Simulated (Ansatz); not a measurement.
**The polar optical mode of ZnSe at 20 GPa, worked through**

These are results of DFT PBEsol, scalar-relativistic, plane waves, PAW (Ansatz), not measurements. Cutoff 420 eV, 10×10×10 k-points (Γ-centred), fixed occupations. No spin polarisation. Phonons by linear response, acoustic sum rule imposed.

The cell, relaxed at 20 GPa:
```yaml
crystal:
  lattice:
    - [0.00000, 2.63816, 2.63816]
    - [2.63816, 0.00000, 2.63816]
    - [2.63816, 2.63816, 0.00000]
  atoms:
    - { symbol: Zn, position: [0.00000, 0.00000, 0.00000] }
    - { symbol: Se, position: [0.75000, 0.75000, 0.75000] }
```

The real crystal has changed phase below this pressure. The run warned that the force constants aren't converged on this k mesh, so the frequencies and all that is formed from them are rough.

Linear response gives ν_TO = 286.0 cm⁻¹, Born charges ±1.701 e (positive on Zn) and ε∞ = 7.204. The primitive cell holds 36.723 Å³, and the masses are 65.380 and 78.971 amu.

Problem. Find ν_LO and the static dielectric constant.

Solution. The long-wave field adds a restoring force: ω_LO² − ω_TO² = Z*²e²/(ε_vac ε∞ μV). In these units ν_LO² − ν_TO² = 4.92064×10⁷ Z*²/(μ V ε∞) cm⁻², with μ = m₁m₂/(m₁ + m₂) = 35.768 amu: 15053 cm⁻². So ν_LO = √(286.0² + 15053) = 311.2 cm⁻¹, and the run gives 311.2. Lyddane–Sachs–Teller then gives ε0 = ε∞ (ν_LO/ν_TO)² = 8.53, against 8.53 in the run (it forms both from the same three quantities, so the match checks the arithmetic only). Between ν_TO and ν_LO the dielectric function is negative and an undamped crystal reflects fully: a reststrahlen band from 32.1 to 35.0 μm.

Problem. What do the Clausius–Mossotti polarisability and the Szigeti charge come to?

Solution. With the Lorentz local field, α = (3V/4π)(ε∞ − 1)/(ε∞ + 2) = 5.91 Å³ for the pair, and e_S = 3Z*/(ε∞ + 2) = 0.55 e. The Born charge includes the electrons' response to the dipole's own local field, and e_S takes that enhancement out. The Lorentz field assumes point-like polarisable ions, a poor picture once ε∞ is this large, since the electron clouds then overlap or are shared, so both numbers are formal here.

Problem. How strongly does a slow electron couple to the LO mode?

Solution. For one isotropic parabolic band, Fröhlich's constant is α_F = (1/ε∞ − 1/ε0) √(m* Ry/ħω_LO), with Ry = 13.606 eV, ħω_LO = 38.6 meV and m* in free-electron masses: α_F = 0.0216 × 18.78 × √m* = 0.41 √m*. The band mass isn't part of this run; for m* = 0.1, 0.3 and 1 it gives 0.13, 0.22, 0.41. In weak coupling the polaron lies α_F ħω_LO below the band edge (9 meV at m* = 0.3) with a mass m*(1 + α_F/6); past α_F of about 5 or 6 that expansion fails. A semilocal functional's ε∞ tends to be too large, which taken alone lowers α_F.

Cost: 1 run of about 2.2 core-minutes, on Arm Neoverse V1 (shared hosts).

The compressed zinc-blende crystal appears to be only moderately polar in its lattice response: most of the static screening is electronic, with ε∞ = 7.204 against a rough ε0 of 8.53. Zn–Se bonds are polar but substantially covalent, so the valence electrons are easily polarised and screen the long-range field that separates the LO from the TO mode. Short-range bond forces, stiffened by compression, probably supply most of the restoring force and limit the ionic displacement in a static field. The same small ionic contribution keeps the Fröhlich coupling weak for all the trial masses. If the conduction-band minimum remains at Γ, its s-like character favours a light electron and hence a large, mobile polaron rather than a self-trapped one. A real TO frequency at the zone centre doesn't conflict with the observed phase change, since a first-order transition is governed by the relative enthalpies of the phases and needs no soft optical mode. Dynamical stability away from the zone centre remains untested.
